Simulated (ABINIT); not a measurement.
The system is BaS.

```
CELL_PARAMETERS angstrom
0.00000 3.19375 3.19375
3.19375 0.00000 3.19375
3.19375 3.19375 0.00000
ATOMIC_POSITIONS crystal
Ba 0.00000 0.00000 0.00000
S 0.50000 0.50000 0.50000
```

Base run:

```yaml
Program: ABINIT 10.8.3 (patched build)
Functional: PBEsol
Potentials_or_basis: PseudoDojo NC SR PBEsol v0.4.1 standard
Cutoff: 707 eV
k_mesh: 7 × 7 × 7
Occupations: fermi-dirac, width 0.05 eV
Spin: no spin polarisation
```

Its results: band gap on the k mesh 2.08 eV, indirect (least direct gap 2.22 eV).

Q: After a change of settings the same cell gave: band gap on the k mesh 3.27 eV, indirect (least direct gap 3.38 eV). Which change was it?
A. functional from PBEsol to r2SCAN; potentials or basis from PseudoDojo NC SR PBEsol v0.4.1 standard to JTH PAW PBE v2.0; cutoff from 707 eV to 653 eV
B. functional from PBEsol to PBE; potentials or basis from PseudoDojo NC SR PBEsol v0.4.1 standard to JTH PAW PBE v2.0; cutoff from 707 eV to 544 eV
C. functional from PBEsol to TB-mBJ; potentials or basis from PseudoDojo NC SR PBEsol v0.4.1 standard to JTH PAW LDA v2.0; cutoff from 707 eV to 653 eV

A: C.

Caveats: spin-orbit coupling is left out, which moves the levels of the heavy elements; this release of the barium file is off (some runs); an odd mesh through Γ misses points on the zone boundary, where band edges often lie (some runs); this set's barium file shifts pressures by 1.5 GPa and gaps by 0.1 eV against other sets (some runs); the constant c of TB-mBJ comes from the pseudo density here, which moves gaps by up to 0.3 eV between sets of potentials (some runs).
